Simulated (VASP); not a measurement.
# SnO2 (Pa-3) in VASP: settings compared

Aim: see how the results for SnO2 move with the level of theory and the settings. Levels: PBEsol, LDA. Tasks: relaxation of cell and atoms.

Program: VASP 6.6.1. These are calculated values, not measurements. Logs are shortened: lines on timing, memory, paths and dates and some standing lists are left out, and cuts for length are marked.

**1. The structure**

It takes space group Pa-3 (No. 205, cubic). Conventional cell: a = 5.175 Å, b = 5.175 Å, c = 5.175 Å, α = 90.00°, β = 90.00°, γ = 90.00°. Sn (site symmetry -3) has 6 O at 2.11 Å as nearest neighbours. O (site symmetry 3) has 3 Sn at 2.11 Å as nearest neighbours.

Measurements of this composition are mostly on another form, of space group No. 136.

**2. Relaxation of cell and atoms, PBEsol, target pressure 44.5 GPa, at which the enthalpy is minimised**

INCAR reads:

```
PREC = Accurate
ENCUT = 600
EDIFF = 1E-6
ISMEAR = 0
SIGMA = 0.03
LREAL = False
LASPH = True
NELM = 80
ALGO = Normal
ISIF = 3
LWAVE = False
LCHARG = False
GGA = PS
IBRION = 2
NSW = 90
EDIFFG = -0.01
PSTRESS = 445.0
KPAR = 4
```

KPOINTS reads:

```
regular mesh
0
Gamma
  6 6 6
```

POSCAR reads:

```
SnO2
1.0
    5.1752560000      0.0000000000      0.0000000000
    0.0000000000      5.1752560000      0.0000000000
    0.0000000000      0.0000000000      5.1752560000
Sn O
4 8
Direct
    0.0000000000      0.5000000000      0.5000000000
    0.5000000000      0.5000000000      0.0000000000
    0.5000000000      0.0000000000      0.5000000000
    0.0000000000      0.0000000000      0.0000000000
    0.3389020000      0.1610980000      0.8389020000
    0.1610980000      0.8389020000      0.3389020000
    0.8389020000      0.3389020000      0.1610980000
    0.6610980000      0.6610980000      0.6610980000
    0.3389020000      0.3389020000      0.3389020000
    0.1610980000      0.6610980000      0.8389020000
    0.8389020000      0.1610980000      0.6610980000
    0.6610980000      0.8389020000      0.1610980000
```

Potentials or basis: VASP PAW PBE potentials, release 64 (Sn_d, O).

Launch:

```sh
> cat potpaw_PBE.64/Sn_d/POTCAR potpaw_PBE.64/O/POTCAR > POTCAR
> mpirun -np 4 vasp_std > vasp.out
```

OUTCAR:

```text
PREC = Accurate
   ENCUT = 600
   EDIFF = 1E-6
   ISMEAR = 0
   LREAL = False
   LASPH = True
   NELM = 80
   ISIF = 3
   GGA = PS
   IBRION = 2
   NSW = 90
   EDIFFG = -0.01
   PSTRESS = 445.0

 ion  position               nearest neighbor table
   1  0.000  0.500  0.500-   6 2.11   7 2.11   8 2.11   9 2.11  10 2.11  11 2.11   2 3.66   3 3.66
                             4 3.66   2 3.66   4 3.66   3 3.66   4 3.66   4 3.66   2 3.66   3 3.66
   2  0.500  0.500  0.000-   5 2.11   7 2.11   8 2.11   9 2.11  10 2.11  12 2.11   1 3.66   3 3.66
                             4 3.66   1 3.66   3 3.66   3 3.66   4 3.66   3 3.66   1 3.66   4 3.66
   3  0.500  0.000  0.500-   5 2.11   6 2.11   8 2.11   9 2.11  11 2.11  12 2.11   1 3.66   2 3.66
                             4 3.66   2 3.66   4 3.66   1 3.66   2 3.66   2 3.66   1 3.66   4 3.66
   4  0.000  0.000  0.000-   5 2.11   6 2.11   7 2.11  10 2.11  11 2.11  12 2.11   1 3.66   2 3.66
                             3 3.66   1 3.66   3 3.66   1 3.66   2 3.66   1 3.66   2 3.66   3 3.66
   5  0.339  0.161  0.839-   2 2.11   3 2.11   4 2.11
   6  0.161  0.839  0.339-   1 2.11   3 2.11   4 2.11
   7  0.839  0.339  0.161-   1 2.11   2 2.11   4 2.11
   8  0.661  0.661  0.661-   1 2.11   2 2.11   3 2.11
   9  0.339  0.339  0.339-   1 2.11   2 2.11   3 2.11
  10  0.161  0.661  0.839-   1 2.11   2 2.11   4 2.11
  11  0.839  0.161  0.661-   1 2.11   3 2.11   4 2.11
  12  0.661  0.839  0.161-   2 2.11   3 2.11   4 2.11

  LATTYP: Found a simple cubic cell.
 ALAT       =     5.1752560000

  Lattice vectors:

 A1 = (   5.1752560000,   0.0000000000,   0.0000000000)
 A2 = (   0.0000000000,   5.1752560000,   0.0000000000)
 A3 = (   0.0000000000,   0.0000000000,   5.1752560000)

Analysis of symmetry for initial positions (statically):
=====================================================================
 Subroutine PRICEL returns:
 Original cell was already a primitive cell.

 Routine SETGRP: Setting up the symmetry group for a
 simple cubic supercell.

 Subroutine GETGRP returns: Found 24 space group operations
 (whereof  6 operations were pure point group operations)
 out of a pool of 48 trial point group operations.

The static configuration has the point symmetry S_6 .
 The point group associated with its full space group is T_h .

Analysis of symmetry for dynamics (positions and initial velocities):
=====================================================================
 Subroutine PRICEL returns:
 Original cell was already a primitive cell.

 Routine SETGRP: Setting up the symmetry group for a
 simple cubic supercell.

 Subroutine GETGRP returns: Found 24 space group operations
 (whereof  6 operations were pure point group operations)
 out of a pool of 48 trial point group operations.

The dynamic configuration has the point symmetry S_6 .
 The point group associated with its full space group is T_h .

 Subroutine INISYM returns: Found 24 space group operations
 (whereof  6 operations are pure point group operations),
 and found     1 'primitive' translations

----------------------------------------------------------------------------------------

                                     Primitive cell

  volume of cell :     138.6103

  direct lattice vectors                    reciprocal lattice vectors
     5.175256000  0.000000000  0.000000000     0.193227156  0.000000000  0.000000000
     0.000000000  5.175256000  0.000000000     0.000000000  0.193227156  0.000000000
     0.000000000  0.000000000  5.175256000     0.000000000  0.000000000  0.193227156

  length of vectors
     5.175256000  5.175256000  5.175256000     0.193227156  0.193227156  0.193227156

  position of ions in fractional coordinates (direct lattice)
     0.000000000  0.500000000  0.500000000
     0.500000000  0.500000000  0.000000000
     0.500000000  0.000000000  0.500000000
     0.000000000  0.000000000  0.000000000
     0.338902000  0.161098000  0.838902000
     0.161098000  0.838902000  0.338902000
     0.838902000  0.338902000  0.161098000
     0.661098000  0.661098000  0.661098000
     0.338902000  0.338902000  0.338902000
     0.161098000  0.661098000  0.838902000
     0.838902000  0.161098000  0.661098000
     0.661098000  0.838902000  0.161098000

  ion indices of the primitive-cell ions
   primitive index   ion index
                 1           1
                 2           2
                 3           3
                 4           4
                 5           5
                 6           6
                 7           7
                 8           8
                 9           9
                10          10
                11          11
                12          12

----------------------------------------------------------------------------------------

 KPOINTS: regular mesh

Automatic generation of k-mesh.
 Grid dimensions read from file:
 generate k-points for:    6    6    6

 Generating k-lattice:

  Cartesian coordinates                     Fractional coordinates (reciprocal lattice)
     0.032204526  0.000000000  0.000000000     0.166666667  0.000000000  0.000000000
     0.000000000  0.032204526  0.000000000     0.000000000  0.166666667  0.000000000
     0.000000000  0.000000000  0.032204526     0.000000000  0.000000000  0.166666667

  Length of vectors
     0.032204526  0.032204526  0.032204526

  Shift w.r.t. Gamma in fractional coordinates (k-lattice)
     0.000000000  0.000000000  0.000000000

 Subroutine IBZKPT returns following result:
 ===========================================

 Found     24 irreducible k-points:

 Following reciprocal coordinates:
            Coordinates               Weight
  0.000000  0.000000  0.000000      1.000000
  0.166667  0.000000  0.000000      6.000000
  0.333333  0.000000  0.000000      6.000000
  0.500000  0.000000  0.000000      3.000000
  0.166667  0.166667  0.000000     12.000000
  0.333333  0.166667  0.000000     12.000000
[... 16 lines left out ...]
  0.500000  0.500000  0.333333      6.000000
  0.500000  0.500000  0.500000      1.000000
   k-points           NKPTS =     24   k-points in BZ     NKDIM =     24   number of bands    NBANDS=     62
   number of dos      NEDOS =    301   number of ions     NIONS =     12
   total plane-waves  NPLWV =  74088
   dimension x,y,z NGX =    42 NGY =   42 NGZ =   42
   dimension x,y,z NGXF=    84 NGYF=   84 NGZF=   84
   ions per type =               4   8
   NGX,Y,Z   is equivalent  to a cutoff of  13.49, 13.49, 13.49 a.u.
   NGXF,Y,Z  is equivalent  to a cutoff of  26.98, 26.98, 26.98 a.u.
 SYSTEM =  unknown system
   PREC   = accura    normal or accurate (medium, high low for compatibility)
   ISTART =      0    job   : 0-new  1-cont  2-samecut
   ICHARG =      2    charge: 1-file 2-atom 10-const
   ISPIN  =      1    spin polarized calculation?
   LNONCOLLINEAR =      F non collinear calculations
   LSORBIT =      F    spin-orbit coupling
   LASPH  =      T    aspherical Exc in radial PAW
   ENCUT  =  600.0 eV  44.10 Ry    6.64 a.u.  10.34 10.34 10.34*2*pi/ulx,y,z
   NELM   =     80;   NELMIN=  2; NELMDL= -5     # of ELM steps
   EDIFF  = 0.1E-05   stopping-criterion for ELM
   LREAL  =      F    real-space projection
   EDIFFG = -.1E-01   stopping-criterion for IOM
   NSW    =     90    number of steps for IOM
   IBRION =      2    ionic relax: 0-MD 1-quasi-New 2-CG
   NFREE  =      1    steps in history (QN), initial steepest desc. (CG)
   ISIF   =      3    stress and relaxation
   ISYM   =      2    0-nonsym 1-usesym 2-fastsym
   POTIM  = 0.5000    time-step for ionic-motion
   TEBEG  =    0.0;   TEEND  =   0.0 temperature during run
   PSTRESS=  445.0 pullay stress
   NELECT =     104.0000    total number of electrons
   NUPDOWN=      -1.0000    fix difference up-down
   EMIN   =  10.00;   EMAX   =-10.00  energy-range for DOS
   EFERMI =   0.00;   METHOD = LEGACY
   ISMEAR =     0;   SIGMA  =   0.03  broadening in eV -4-tet -1-fermi 0-gaus
   EFERMI_NEDOS =   21; number of points for ismear=-14 and -15
   IALGO  =     38    algorithm
   IMIX   =      4    mixing-type and parameters
     AMIX     =   0.40;   BMIX     =  1.00
     AMIX_MAG =   1.60;   BMIX_MAG =  1.00
  volume/ion in A,a.u.               =      11.55        77.95
  Fermi-wavevector in a.u.,A,eV,Ry     =   1.487604  2.811165 30.109240  2.212967
  Thomas-Fermi vector in A             =   2.600744
   LORBIT       =      0    0 simple, 1 ext, 2 COOP (PROOUT), +10 PAW based schemes
   GGA     = PS    functional components
   LHFCALC =     F    Hartree Fock is set to
   AEXX    =    0.0000 exact exchange contribution
   IVDW    =     0    specifies the selected vdW correction
   LEPSILON=     F    determine dielectric tensor
   LRPA    =     F    only Hartree local field effects (RPA)
 conjugate gradient relaxation of ions
 non-spin polarized calculation
 Gauss-broadening in eV      SIGMA  =   0.03
  energy-cutoff  :      600.00
  volume of cell :      138.61
 maximum number of plane-waves:      4680
 NGX is ok and might be reduce to    42
   NGX = 21   NGY = 21   NGZ = 21

--------------------------------------- Ionic step        1  -------------------------------------------

 number of electron     103.9999999 magnetization

 Free energy of the ion-electron system (eV)
  ---------------------------------------------------
  ext. energy  EPLUGINS =         0.00000000
  ---------------------------------------------------
  free energy    TOTEN  =       -78.30120941 eV

  energy without entropy =      -78.30120941  energy(sigma->0) =      -78.30120941

------------------------ aborting loop because EDIFF is reached ----------------------------------------

  FORCE on cell =-STRESS in cart. coord.  units (eV):
  Direction    XX          YY          ZZ          XY          YZ          ZX
  --------------------------------------------------------------------------------------
  -------------------------------------------------------------------------------------
  Total       -5.8331143     -5.8331143     -5.8331143      0.0000000     -0.0000000     -0.0000000
  in kB      -67.4241620    -67.4241620    -67.4241620      0.0000000     -0.0000000     -0.0000000
  external PRESSURE =    -512.4241620 kB  Pullay stress =     445.0000000 kB
[... 35 lines left out ...]
--------------------------------------- Ionic step        2  -------------------------------------------

 number of electron     103.9999990 magnetization

 E-fermi :  17.1845     XC(G=0): -15.4262

 val. band max:       16.9534239126   @ k =   0.0000   0.0000   0.0000
 cond. band min:      25.3495187448   @ k =   0.0000   0.0000   0.0000
 fundamental gap:      8.3960948322
 Fermi energy:        17.1845088593

 k-point     1 :       0.0000    0.0000    0.0000
  band No.  band energies     occupation
      1      -8.7438      2.00000
      2      -7.6039      2.00000
      3      -7.6039      2.00000
      4      -7.6039      2.00000
      5      -4.2097      2.00000
      6      -4.2097      2.00000
[... 1640 lines left out ...]
  energy  without entropy=      -76.9975129760  energy(sigma->0) =      -76.99751298

  enthalpy is  TOTEN    =       -43.9541460723 eV   P V=       33.0433669036

[... ionic steps 4 to 12 ...]

--------------------------------------- Ionic step       13  -------------------------------------------

 number of electron     103.9999969 magnetization

------------------------ aborting loop because EDIFF is reached ----------------------------------------
[... 91 lines left out ...]
--------------------------------------- Ionic step       15  -------------------------------------------

 number of electron     103.9999969 magnetization

 Free energy of the ion-electron system (eV)
  ---------------------------------------------------
  ext. energy  EPLUGINS =         0.00000000
  ---------------------------------------------------
  free energy    TOTEN  =       -76.17305162 eV

  energy without entropy =      -76.17305162  energy(sigma->0) =      -76.17305162

 E-fermi :   9.1662     XC(G=0): -12.9289

 val. band max:        8.9688789859   @ k =  -0.1667   0.3333   0.0000
 cond. band min:      11.4444208105   @ k =   0.0000   0.0000   0.0000
 fundamental gap:      2.4755418246
 Fermi energy:         9.1661874934

 k-point     1 :       0.0000    0.0000    0.0000
  band No.  band energies     occupation
      1     -12.2381      2.00000
      2     -12.2381      2.00000
      3     -12.2381      2.00000
      4     -11.4428      2.00000
      5     -10.8669      2.00000
      6     -10.8669      2.00000
[... 1592 lines left out ...]
  energy  without entropy=      -76.1730516151  energy(sigma->0) =      -76.17305162

  enthalpy is  TOTEN    =       -44.1178765146 eV   P V=       32.0551751005

 reached required accuracy - stopping structural energy minimisation
```

Wall time 9.4 min (4 MPI ranks of Intel Xeon Platinum 8488C (Sapphire Rapids), shared host); peak memory 0.39 GiB.

Results:

```yaml
Free_energy: -76.1731 eV
Relaxed_volume: 9.62 Å³/atom
Relaxed_cell: a = 4.869 Å, b = 4.869 Å, c = 4.869 Å, α = 90.00°, β = 90.00°, γ = 90.00°
Space_group_after_relaxing_to_0.05_Å: Pa-3 (No. 205)
Energy_change_on_relaxing_the_enthalpy_is_what_falls: +177.3 meV/atom
Ionic_steps: 15
Pressure_after_relaxing: 44.5 GPa
Largest_force_after_relaxing: 0.007 eV/Å
Band_gap_on_the_k_mesh: 2.48 eV, indirect (least direct gap 2.63 eV)
```

Forces on the atoms (eV/Å):
```
Sn   0.000  0.000  0.000
Sn   0.000  0.000  0.000
Sn   0.000  0.000  0.000
Sn   0.000  0.000  0.000
O    0.004 -0.004  0.004
O   -0.004  0.004  0.004
O    0.004  0.004 -0.004
O   -0.004 -0.004 -0.004
O    0.004  0.004  0.004
O   -0.004 -0.004  0.004
O    0.004 -0.004 -0.004
O   -0.004  0.004 -0.004
```

The path:
| step | energy change (eV) | largest force (eV/Å) | pressure (GPa) | volume (Å³) |
| --- | --- | --- | --- | --- |
| 1 | 0.0000 | 0.0212 | -6.74 | 138.61 |
| 2 | 45.3404 | 1.3645 | 419.30 | 76.92 |
| 3 | 1.3037 | 0.1625 | 33.78 | 118.97 |
| 4 | 1.7732 | 0.1898 | 40.34 | 116.94 |
| 5 | 2.0967 | 0.2071 | 44.54 | 115.72 |
| 6 | 1.9788 | 0.2009 | 43.02 | 116.15 |
| 7 | 1.9850 | 0.1783 | 43.12 | 116.08 |
| 8 | 2.0140 | 0.0972 | 43.39 | 115.86 |
| 9 | 2.1314 | 0.1244 | 43.82 | 115.44 |
| 10 | 2.0575 | 0.0049 | 43.61 | 115.67 |
| 11 | 2.5339 | 0.0408 | 49.62 | 114.03 |
| 12 | 2.1249 | 0.0105 | 44.44 | 115.42 |
| 13 | 2.1284 | 0.0107 | 44.54 | 115.41 |
| 14 | 2.1265 | 0.0106 | 44.51 | 115.42 |
| 15 | 2.1282 | 0.0069 | 44.50 | 115.41 |

Final structure:
```
Sn O
1.0
     4.86874    0.00000    0.00000
     0.00000    4.86874    0.00000
     0.00000    0.00000    4.86874
Sn O
4 8
Direct
  0.00000 0.50000 0.50000
  0.50000 0.50000 0.00000
  0.50000 0.00000 0.50000
  0.00000 0.00000 0.00000
  0.34569 0.15431 0.84569
  0.15431 0.84569 0.34569
  0.84569 0.34569 0.15431
  0.65431 0.65431 0.65431
  0.34569 0.34569 0.34569
  0.15431 0.65431 0.84569
  0.84569 0.15431 0.65431
  0.65431 0.84569 0.15431
```

Levels at points of the mesh, in eV from the valence-band top:
```
           k point  band 50  band 51  band 52  band 53  band 54  band 55
(0.00, 0.00, 0.00)    -0.15    -0.15    -0.15     2.48     7.72     7.72
(0.50, 0.00, 0.00)    -0.59    -0.10    -0.10     5.48     5.48     6.37
(0.50, 0.50, 0.00)    -0.38    -0.38    -0.38     6.26     6.26     6.26
(0.50, 0.50, 0.50)    -0.67    -0.67    -0.67     6.90     6.90     6.90
```

Caveat: the cell is relaxed towards a set pressure, so the enthalpy falls and the energy may rise; the volume moved by over 15 % at a fixed basis, so the end points are rough; the PAW data sets were made with another functional, which shifts forces and pressure a little; spin-orbit coupling is left out, which moves the levels of the heavy elements. A k mesh can miss the band edges.

(Part 1 of 2 ends here.)
